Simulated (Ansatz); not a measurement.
# Ga (Pm-3m) in Ansatz: further runs

The runs below take Ga through single point, with PBE.

All numbers are computed with Ansatz 0.2.0; they aren't measurements. Logs are shortened: lines on timing, memory, paths and dates and some standing lists are left out, and cuts for length are marked.

### 1 The structure

The structure is cubic, space group Pm-3m (No. 221). The conventional cell has a = 2.716 Å, b = 2.716 Å, c = 2.716 Å, α = 90.00°, β = 90.00°, γ = 90.00°. Around Ga (site symmetry m-3m) lie 6 Ga at 2.72 Å.

The cell was built by a generator and needn't be a form met in nature.

### 2 Single point, PBE

The input, input.yaml:

```yaml
crystal:
  lattice:
    - [2.71648, 0.0, 0.0]
    - [0.0, 2.71648, 0.0]
    - [0.0, 0.0, 2.71648]
  atoms:
    - { symbol: Ga, position: [0.0, 0.0, 0.0] }
hamiltonian:
  xc: pbe
  pseudopotentials: { kind: paw }
kpoints:
  mp_grid: { grid: [10, 10, 10] }
scf:
  occupations: { method: gaussian, width: 0.019 }
output:
  forces: true
  stress: true
  eigenvalues: true
  write_density: true
  write_potential: true
  elf: true
  volumetric_format: npy
```

Potentials or basis: Ansatz PAW.

On the command line:

```sh
$ ansatz run input.yaml --threads 2 --pin off --max-ram 5632MiB --backend cpu --events-out ev --progress --plain --runs-dir out
```

Output:

```text
Warning: RAYON_NUM_THREADS=2 ignored (pool sized by the plan → 2); use --threads N
Engine: ansatz 0.2.0, aarch64-unknown-linux-gnu
Pseudopotentials: kind: paw
Pseudopotential: Ga, paw, valence charge 13, recommended cutoff 420 eV (normal), Ga.paw.azcp
Functional definition: PBE
  parameter kappa = 0.804
  parameter beta = 0.06672455060314922
  exchange = pbe_x(kappa = kappa, mu = beta*pi^2/3)
  correlation = pbe_c(beta = beta)
Crystal: 1 atoms, lattice volume = 20.046 Å³
Basis set: ecut = 420 eV, 389 PW (Γ), exchange–correlation on 40×40×40 points (8 copies of the dense FFT grid, shifted against one another)
Bands: 11, of which v1, the nominal top of the filled ones, is band 7 counted from 1 (6 counted from 0)
Symmetry: 48 space group operations
Space group: Pm-3m (ITA 221), of the structure as read, at distance tolerance 2.7e-5 Å
k-points: 56 of 1000
Non-local potential: Ga, projectors of the file, l = 0: 2, l = 1: 2, l = 2: 3, l = 3: 1
PAW form: soft (Blöchl's): semilocal exchange-correlation on the pseudo side does not see the compensation charge
PAW one-centre angular grid: Ga, 590 points (default); XC on 64 Gauss nodes
Initial density: superposition of atomic densities (neutral atoms: chi_scale 0, normalization atom), corrected by the library's trained network
Initial wavefunctions: pseudopotential atomic-orbital guess
Functional: x = pbe(κ = 0.804, μ = 0.2195149727645171), c = pbe(β = 0.06672455060314922)
SCF iter   1: F=—  HF=-3782.940532 eV  |F-HF|=—  |Δ(HF+E_count)|=         —  Δρ=9.94e-4  dr2=1.88e-4  ethr=1.77e-3  ⟨swp⟩=5.9  Hψ=3662  notcnv=0
preconditioner: auto → none  [insulator: Δε(μ)=0.043 eV  Ē_g=21.558 eV  σ=0.019 eV  W_gap=0.88  n_scr=6 (ndim 8)  ℏωp=29.9 eV  f_vac=0.000  D(μ)=0.49/eV (n_scr^D=0)  ε∞_Penn≈2.9]
SCF iter   2: F=—  HF=-3782.940296 eV  |F-HF|=—  |Δ(HF+E_count)|=   2.36e-4  Δρ=8.44e-4  dr2=3.65e-5  ethr=1.45e-6  ⟨swp⟩=2.0  Hψ=1591  notcnv=0  defer=28
SCF iter   3: F=—  HF=-3782.940289 eV  |F-HF|=—  |Δ(HF+E_count)|=   7.23e-6  Δρ=3.55e-4  dr2=7.70e-6  ethr=2.81e-7  ⟨swp⟩=2.0  Hψ=866  notcnv=0  defer=28
SCF iter   4: F=—  HF=-3782.940298 eV  |F-HF|=—  |Δ(HF+E_count)|=   9.06e-6  Δρ=4.84e-5  dr2=2.89e-7  ethr=5.92e-8  ⟨swp⟩=2.9  Hψ=949  notcnv=0  defer=28
iter 5 did not close the SCF: its close was put off for the readings that it lacked (scf_convergence_deferred on its scf_iter line)
SCF iter   5: F=-3782.940298 eV  HF=-3782.940298 eV  |F-HF|=3.15e-9  |Δ(HF+E_count)|=   1.73e-7  Δρ=6.07e-6  dr2=2.94e-9  ethr=2.22e-9  ⟨swp⟩=2.0  Hψ=945  notcnv=0  defer=28
SCF iter   6: F=-3782.940298 eV  HF=-3782.940298 eV  |F-HF|=1.50e-11  |Δ(HF+E_count)|=   5.22e-9  Δρ=3.71e-7  dr2=8.77e-12  ethr=2.26e-11  ⟨swp⟩=5.1  Hψ=3164  notcnv=0
SCF 1 converged in 6 iterations: F = -3782.940298 eV  dr2 = 8.77e-12
SCF converged after 6 iterations
Free energy (F): -3782.940298 eV
Harris-Foulkes:  -3782.940298 eV  (|F-HF|=1.50e-11)
Internal energy: -3782.940202 eV  (E = F + TS)
E sigma→0 (E₀):  -3782.940250 eV
Entropy (-TS):   -0.000096 eV (-0.096 meV/atom)
Fermi energy:    8.694210 eV
--- Per-component energies (eV) ---
  E_band       = -47.266561
  E_kinetic    = 114.686241
  E_local      = -1867.441372  (includes V_loc(G=0)·N_el)
  E_nonlocal   = 421.845464
  E_hartree    = 873.409567
  E_xc         = -69.346599
  E_vxc        = -58.100351  (∫ρ·V_xc dr)
  E_paw        = -1985.206591  (= ΣΔE_a)
  E_vpaw       = -405.075597  (= ΣTr[D̂ρ^β])
  E_aug_tail   = -0.000110  (compensation charges beyond the density's cutoff)
  E_ewald      = -1270.886801
  E_smearing   = -0.000096  (= −TS)
  E_closure    = 0.000000  (closes the sum)
  Σ components = -3782.940298   (vs F -3782.940298, Δ=0.00e0)
--- Forces (eV/Å), atoms counted from 1 ---
  atom   1  Ga    -0.00000000     0.00000000     0.00000000
  max |Σ_I F_I| component: 5.34e-32 eV/Å
--- Stress (GPa, compression-positive) ---
        0.556705       0.000000       0.000000
        0.000000       0.556705       0.000000
        0.000000       0.000000       0.556705
  P = ⅓ Tr σ = 0.5567 GPa (5.567 kbar)
--- Band table (eV; the first three rows and the last of 56) ---
  k-point 0: bands = ["-6.3868", "-6.3868", "-5.8714", "-5.8714", "-5.8714", "-1.8716", "17.6411", "17.6411", "17.6411", "20.4887", "20.4887"]
  k-point 1: bands = ["-6.3830", "-6.3534", "-5.8851", "-5.8851", "-5.8702", "-1.6688", "15.1360", "17.8511", "17.8511", "20.6590", "21.9743"]
  k-point 2: bands = ["-6.3731", "-6.2688", "-5.9207", "-5.9207", "-5.8672", "-1.0557", "11.8131", "18.4627", "18.4627", "21.1697", "22.7406"]
  k-point 55: bands = ["-6.2102", "-6.2102", "-6.2102", "-5.7263", "-5.7263", "11.3133", "11.3133", "11.3133", "12.4597", "16.8607", "16.8607"]
```

Wall time 1 s (2 threads of Arm Neoverse V1, shared host); peak memory 0.26 GiB.

What came out:

| Property | Result |
| --- | --- |
| Free energy | -3782.9403 eV |
| Pressure | 0.6 GPa |
| Band gap on the k mesh | none (metal or under the smearing width) |

### 3 Single point, PBE

Edit input.yaml of step 2 so:

```diff
@@ -13,3 +13,3 @@
 scf:
-  occupations: { method: gaussian, width: 0.019 }
+  occupations: { method: gaussian, width: 0.02 }
 output:
@@ -18,5 +18 @@
   eigenvalues: true
-  write_density: true
-  write_potential: true
-  elf: true
-  volumetric_format: npy
```

Potentials or basis: Ansatz PAW.

On the command line:

```sh
$ ansatz run input.yaml --threads 2 --pin off --max-ram 5632MiB --backend cpu --events-out ev --progress --plain --runs-dir out
```

Run time: 0.73 s. Hardware: 2 threads of Arm Neoverse V1, shared host; peak memory 0.26 GiB.

The run converged. Its results:

| Item | Value |
| --- | --- |
| Free energy | -3782.9403 eV |
| Pressure | 0.5 GPa |
| Band gap on the k mesh | none (metal or under the smearing width) |

Levels at points of the mesh, in eV from the Fermi level:
```
              k point  band 3  band 4  band 5  band 6  band 7  band 8  band 9  band 10
   (0.00, 0.00, 0.00)  -14.57  -14.57  -14.57  -10.57    8.95    8.95    8.95    11.79
  (0.00, 0.00, -0.50)  -14.71  -14.71  -14.55   -6.21   -4.10   12.37   12.37    15.38
 (0.00, -0.50, -0.50)  -14.69  -14.69  -14.43   -1.66   -0.67   -0.67    4.21    15.88
(-0.50, -0.50, -0.50)  -14.90  -14.42  -14.42    2.62    2.62    2.62    3.77     8.17
```

### 4 Single point, PBE

Edit input.yaml of step 3 so:

```diff
@@ -13,3 +13,3 @@
 scf:
-  occupations: { method: gaussian, width: 0.02 }
+  occupations: { method: gaussian, width: 0.021 }
 output:
@@ -18 +18,5 @@
   eigenvalues: true
+  write_density: true
+  write_potential: true
+  elf: true
+  volumetric_format: npy
```

On the command line:

```sh
$ ansatz run input.yaml --threads 2 --pin off --max-ram 5632MiB --backend cpu --events-out ev --progress --plain --runs-dir out
```

It took 1 s on 2 threads of Arm Neoverse V1, shared host; peak memory 0.26 GiB.

It converged, with:

* Free energy: -3782.9403 eV
* Pressure: 0.5 GPa
* Band gap on the k mesh: none (metal or under the smearing width)

Levels at points of the mesh, in eV from the Fermi level:
```csv
k point,band 4,band 5,band 6,band 7,band 8,band 9
"(0.00, 0.00, 0.00)",-14.57,-14.57,-10.57,8.95,8.95,8.95
"(0.00, 0.00, -0.50)",-14.71,-14.55,-6.21,-4.10,12.37,12.37
"(0.00, -0.50, -0.50)",-14.69,-14.43,-1.66,-0.67,-0.67,4.22
"(-0.50, -0.50, -0.50)",-14.42,-14.42,2.62,2.62,2.62,3.77
```

### 5 Single point, PBE

Edit input.yaml of step 4 so:

```diff
@@ -13,3 +13,3 @@
 scf:
-  occupations: { method: gaussian, width: 0.021 }
+  occupations: { method: gaussian, width: 0.022 }
 output:
```

On the command line:

```sh
$ ansatz run input.yaml --threads 2 --pin off --max-ram 5632MiB --backend cpu --events-out ev --progress --plain --runs-dir out
```

It took 1 s on 2 threads of Arm Neoverse V1, shared host; peak memory 0.27 GiB.

The run converged. Its results:

```yaml
Free_energy: -3782.9403 eV
Pressure: 0.5 GPa
Band_gap_on_the_k_mesh: none (metal or under the smearing width)
```

Levels at points of the mesh, in eV from the Fermi level:
```tsv
k point	band 4	band 5	band 6	band 7	band 8	band 9
(0.00, 0.00, 0.00)	-14.57	-14.57	-10.57	8.95	8.95	8.95
(0.00, 0.00, -0.50)	-14.71	-14.55	-6.21	-4.10	12.37	12.37
(0.00, -0.50, -0.50)	-14.69	-14.43	-1.66	-0.67	-0.67	4.22
(-0.50, -0.50, -0.50)	-14.42	-14.42	2.62	2.62	2.62	3.77
```

### 6 Single point, PBE

Edit input.yaml of step 5 so:

```diff
@@ -13,3 +13,3 @@
 scf:
-  occupations: { method: gaussian, width: 0.022 }
+  occupations: { method: gaussian, width: 0.023 }
 output:
@@ -18,5 +18 @@
   eigenvalues: true
-  write_density: true
-  write_potential: true
-  elf: true
-  volumetric_format: npy
```

Potentials or basis: Ansatz PAW.

On the command line:

```sh
$ ansatz run input.yaml --threads 2 --pin off --max-ram 5632MiB --backend cpu --events-out ev --progress --plain --runs-dir out
```

Output:

```text
Warning: RAYON_NUM_THREADS=2 ignored (pool sized by the plan → 2); use --threads N
[... 8 set-up lines as earlier in the session ...]
Crystal: 1 atoms, lattice volume = 20.046 Å³
Basis set: ecut = 420 eV, 389 PW (Γ), exchange–correlation on 40×40×40 points (8 copies of the dense FFT grid, shifted against one another)
Bands: 11, of which v1, the nominal top of the filled ones, is band 7 counted from 1 (6 counted from 0)
[... 2 set-up lines as earlier in the session ...]
k-points: 56 of 1000
[... 3 set-up lines as earlier in the session ...]
[... 20 lines left out ...]
--- Per-component energies (eV) ---
  E_band       = -47.279415
  E_kinetic    = 114.682386
  E_local      = -1867.435971  (includes V_loc(G=0)·N_el)
  E_nonlocal   = 421.856483
  E_hartree    = 873.408258
  E_xc         = -69.340261
  E_vxc        = -58.093209  (∫ρ·V_xc dr)
  E_paw        = -1985.224125  (= ΣΔE_a)
  E_vpaw       = -405.105836  (= ΣTr[D̂ρ^β])
  E_aug_tail   = -0.000110  (compensation charges beyond the density's cutoff)
  E_ewald      = -1270.886801
  E_smearing   = -0.000183  (= −TS)
  E_closure    = -0.000000  (closes the sum)
  Σ components = -3782.940324   (vs F -3782.940324, Δ=0.00e0)
--- Forces (eV/Å), atoms counted from 1 ---
  atom   1  Ga    -0.00000000    -0.00000000     0.00000000
  max |Σ_I F_I| component: 2.01e-31 eV/Å
--- Stress (GPa, compression-positive) ---
        0.511143       0.000000       0.000000
       -0.000000       0.511143       0.000000
        0.000000       0.000000       0.511143
  P = ⅓ Tr σ = 0.5111 GPa (5.111 kbar)
--- Band table (eV; the first three rows and the last of 56) ---
  k-point 0: bands = ["-6.3880", "-6.3880", "-5.8726", "-5.8726", "-5.8726", "-1.8719", "17.6408", "17.6408", "17.6408", "20.4883", "20.4883"]
  k-point 1: bands = ["-6.3842", "-6.3546", "-5.8863", "-5.8863", "-5.8714", "-1.6691", "15.1357", "17.8508", "17.8508", "20.6586", "21.9741"]
  k-point 2: bands = ["-6.3742", "-6.2700", "-5.9219", "-5.9219", "-5.8684", "-1.0560", "11.8128", "18.4624", "18.4624", "21.1693", "22.7404"]
  k-point 55: bands = ["-6.2114", "-6.2114", "-6.2114", "-5.7275", "-5.7275", "11.3130", "11.3130", "11.3130", "12.4592", "16.8605", "16.8605"]
```

It took 0.93 s on 2 threads of Arm Neoverse V1, shared host; peak memory 0.26 GiB.

What came out:

```yaml
Free_energy: -3782.9403 eV
Pressure: 0.5 GPa
Band_gap_on_the_k_mesh: none (metal or under the smearing width)
```

Levels at points of the mesh, in eV from the Fermi level:
```
              k point  band 3  band 4  band 5  band 6  band 7  band 8  band 9  band 10
   (0.00, 0.00, 0.00)  -14.57  -14.57  -14.57  -10.57    8.95    8.95    8.95    11.80
  (0.00, 0.00, -0.50)  -14.71  -14.71  -14.55   -6.21   -4.10   12.37   12.37    15.38
 (0.00, -0.50, -0.50)  -14.69  -14.69  -14.43   -1.65   -0.67   -0.67    4.22    15.88
(-0.50, -0.50, -0.50)  -14.90  -14.42  -14.42    2.62    2.62    2.62    3.77     8.17
```

### 7 The runs side by side

```csv
smearing,gap on the mesh (eV),pressure (GPa)
gaussian 0.019 eV,none,0.6
gaussian 0.02 eV,none,0.5
gaussian 0.021 eV,none,0.5
gaussian 0.022 eV,none,0.5
gaussian 0.023 eV,none,0.5
```

Alike in all rows: task single point; level PBE; potentials or basis Ansatz PAW; no spin polarisation; cell as given; k mesh 10 × 10 × 10; cutoff (eV) 420.

Every run on the cell as given and a fine mesh finds a metal.

Absolute energies hang on the potentials; compare differences alone.
